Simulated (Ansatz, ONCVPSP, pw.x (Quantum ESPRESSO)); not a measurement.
**What a changed setting does to a pw.x run (sc Te)**

Potential: optimised norm-conserving Vanderbilt (ONCV), ONCVPSP 4.0.1, PBE; core [Kr] 4d10, reference 5s2 5p2; waves: 5s: rc 1.85 bohr, ncon 4, nbas 7, qcut 2.8 1/bohr, 2 projectors, debl 2.6 Ha; 5p: rc 2.05 bohr, ncon 5, nbas 8, qcut 4.4 1/bohr, 2 projectors, debl 1.1 Ha; d scattering state at 0.08 Ha: rc 2.25 bohr, ncon 4, nbas 7, qcut 5 1/bohr, 2 projectors, debl 1.7 Ha; local part: polynomial inside 1.85 bohr (lpopt 5, dvloc0 4 Ha); core correction: polynomial model core, fcfact 0.3. In the d channel the program set the typed energies aside and used 0.050, 1.750 Ha.

The reference run (k-mesh 10³, cutoffs 85/340 Ry, Fermi–Dirac 0.01 Ry, mixing_beta 0.4, conv_thr 1e-9, no spin) gives -0.27 GPa at 32.928 Å³/atom, where all-electron LAPW gives -0.11 GPa. This run, with its own iteration cap, changes ecutrho/ecutwfc to 3.

```
&control
  calculation='scf', prefix='x', pseudo_dir='./', outdir='./tmp', tstress=.true., disk_io='none'
/
&system
  ibrav=0, nat=1, ntyp=1, ecutwfc=85, ecutrho=255, nbnd=10,
  occupations='smearing', smearing='fd', degauss=0.01
/
&electrons
  conv_thr=1e-09, mixing_beta=0.4, electron_maxstep=50
/
ATOMIC_SPECIES
Te 1.0 Te.UPF
CELL_PARAMETERS angstrom
  3.20519988 0.00000000 0.00000000
  0.00000000 3.20519988 0.00000000
  0.00000000 0.00000000 3.20519988
ATOMIC_POSITIONS crystal
Te 0.0000 0.0000 0.0000
K_POINTS automatic
10 10 10 0 0 0
```

```bash
pw.x < Te.scf.in > Te.scf.out
```

How does the run end?

It converges in 9 iterations; the free energy moves by +0.0 meV/atom and the pressure by +0.00 GPa. Below 4 the density is truncated and F is no longer variational, so a small shift in one case is no licence.

```
Message from routine set_cutoff:
     ecutrho < 4*ecutwfc, are you sure?
     Message from routine setup:
     using ibrav=0 with symmetry is DISCOURAGED, use correct ibrav instead
     lattice parameter (alat)  =       6.0569  a.u.
     unit-cell volume          =     222.2092 (a.u.)^3
     number of electrons       =         6.00
     number of Kohn-Sham states=           10
     kinetic-energy cutoff     =      85.0000  Ry
     charge density cutoff     =     255.0000  Ry
     scf convergence threshold =      1.0E-09
     Exchange-correlation= PBE
     number of k points=    56  Fermi-Dirac smearing, width (Ry)=  0.0100
     iteration #  1     ecut=    85.00 Ry     beta= 0.40
     total energy              =     -22.29257578 Ry
     estimated scf accuracy    <       0.24385102 Ry
     iteration #  2     ecut=    85.00 Ry     beta= 0.40
     total energy              =     -22.26676563 Ry
     estimated scf accuracy    <       0.05827779 Ry
     iteration #  3     ecut=    85.00 Ry     beta= 0.40
     total energy              =     -22.27484590 Ry
     estimated scf accuracy    <       0.00025968 Ry
     iteration #  4     ecut=    85.00 Ry     beta= 0.40
     c_bands:  1 eigenvalues not converged
     total energy              =     -22.27492384 Ry
     estimated scf accuracy    <       0.00021101 Ry
     iteration #  5     ecut=    85.00 Ry     beta= 0.40
     total energy              =     -22.27495459 Ry
     estimated scf accuracy    <       0.00000751 Ry
     iteration #  6     ecut=    85.00 Ry     beta= 0.40
     total energy              =     -22.27495628 Ry
     estimated scf accuracy    <       0.00000026 Ry
     iteration #  7     ecut=    85.00 Ry     beta= 0.40
     total energy              =     -22.27495632 Ry
     estimated scf accuracy    <       0.00000001 Ry
     iteration #  8     ecut=    85.00 Ry     beta= 0.40
     total energy              =     -22.27495632 Ry
     estimated scf accuracy    <          2.0E-09 Ry
     iteration #  9     ecut=    85.00 Ry     beta= 0.40
     the Fermi energy is     6.5068 ev
!    total energy              =     -22.27495632 Ry
     estimated scf accuracy    <          5.6E-11 Ry
     smearing contrib. (-TS)   =      -0.00257304 Ry
     The total energy is F=E-TS. E is the sum of the following terms:
     one-electron contribution =       3.80440127 Ry
     hartree contribution      =       0.89694017 Ry
     xc contribution           =     -10.11000451 Ry
     ewald contribution        =     -16.86372021 Ry
     convergence has been achieved in   9 iterations
          total   stress  (Ry/bohr**3)                   (kbar)     P=       -2.69
     Message from routine punch:
     Nothing written, as per user request (disk_io='none')
```

The run took about 14 s on one core of a shared host (Intel(R) Xeon(R) Platinum 8259CL CPU @ 2.50GHz, 96 threads, 755 GiB, load 30).
